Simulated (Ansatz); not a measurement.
Crystal: Zr.

```
Zr
1.0
     3.23200    0.00000    0.00000
    -1.61600    2.79899    0.00000
     0.00000    0.00000    5.14700
Zr
2
Direct
  0.66667 0.33333 0.75000
  0.33333 0.66667 0.25000
```

| Quantity | Value |
| --- | --- |
| Program | Ansatz 0.2.0 |
| Task | relaxation of cell and atoms |
| Functional | BLYP |
| Dispersion | D3(BJ) |
| Potentials or basis | Ansatz PAW |
| Cutoff | 420 eV (not typed: the program's choice for these potentials) |
| k mesh | 9 × 9 × 5 |
| Occupations | fermi-dirac, width 0.05 eV |
| Spin | no spin polarisation |

At the start: volume 23.28 Å³/atom.

**Question.** Where does the relaxation end?

**Answer.** It ends after 6 steps and the volume is 21.81 Å³/atom (-6.3 %); space group P6_3/mmc (No. 194, to 0.05 Å).

Step by step:
```csv
step,energy change (eV),largest force (eV/Å),volume (Å³)
1,0.0000,0.0000,46.56
2,-0.0565,0.0000,43.93
3,-0.0574,0.0000,43.60
4,-0.0575,0.0000,43.60
5,-0.0575,0.0000,43.61
6,-0.0571,0.0000,43.61
```

Final structure:
```xyz
2
Lattice="3.1414 0.0000 0.0000 -1.5707 2.7206 0.0000 0.0000 0.0000 5.1033" Properties=species:S:1:pos:R:3 pbc="T T T"
Zr    1.5707    0.9069    3.8274
Zr    0.0000    1.8137    1.2758
```

Caveat: the plane-wave basis is chosen anew once the cell has moved, so the energies of steps on either side of that aren't comparable; pairwise dispersion overbinds metals, which lowers pressure and volume; the PAW data sets come from PBE, with cores solved anew for the run's functional, which leaves a small shift of forces and pressure.
